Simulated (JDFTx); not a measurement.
HfO2:

```xyz
3
Lattice="0.0000 2.5575 2.5575 2.5575 0.0000 2.5575 2.5575 2.5575 0.0000" Properties=species:S:1:pos:R:3 pbc="T T T"
Hf    0.0000    0.0000    0.0000
O     3.8363    3.8363    3.8363
O     1.2788    1.2788    1.2788
```

Measurements of this composition are mostly on another form, of space group No. 14.

| Item | Value |
| --- | --- |
| Program | JDFTx 1.7.0 (patched build) |
| Task | relaxation of cell and atoms |
| Functional | LDA |
| Potentials or basis | PseudoDojo-SR-LDA-0.4.1-standard |
| Cutoff | 1143 eV |
| Density cutoff | 9143 eV |
| k mesh | 9 × 9 × 9 |
| Occupations | fermi-dirac, width 0.05 eV |
| Spin | no spin polarisation |

At the start: pressure -22.1 GPa; volume 11.15 Å³/atom.

How do energy, volume and symmetry change on relaxing?

Over 6 steps the energy falls by 72.5 meV/atom and the volume is 10.18 Å³/atom (-8.7 %); space group Fm-3m (No. 225, to 0.05 Å).

The path:
| step | energy change (eV) | largest force (eV/Å) | pressure (GPa) | volume (Å³) |
| --- | --- | --- | --- | --- |
| 1 | 0.0000 | 0.0000 | -22.06 | 33.46 |
| 2 | -0.0589 | 0.0000 | -19.29 | 33.00 |
| 3 | -0.2160 | 0.0000 | 2.19 | 30.31 |
| 4 | -0.2175 | 0.0000 | -0.05 | 30.54 |
| 5 | -0.2175 | 0.0000 | 0.00 | 30.54 |
| 6 | -0.2175 | 0.0000 | 0.00 | 30.54 |

Final structure:
```cif
data_structure
_symmetry_space_group_name_H-M 'P 1'
_symmetry_Int_Tables_number 1
_cell_length_a 3.5084
_cell_length_b 3.5084
_cell_length_c 3.5084
_cell_angle_alpha 60.000
_cell_angle_beta 60.000
_cell_angle_gamma 60.000
_cell_volume 30.54
loop_
_atom_site_label
_atom_site_type_symbol
_atom_site_fract_x
_atom_site_fract_y
_atom_site_fract_z
_atom_site_occupancy
Hf1 Hf 0.00000 0.00000 0.00000 1
O1 O 0.75000 0.75000 0.75000 1
O2 O 0.25000 0.25000 0.25000 1
```

Caveat: the plane waves are those of the starting cell, so after so large a change of volume the result is rough.
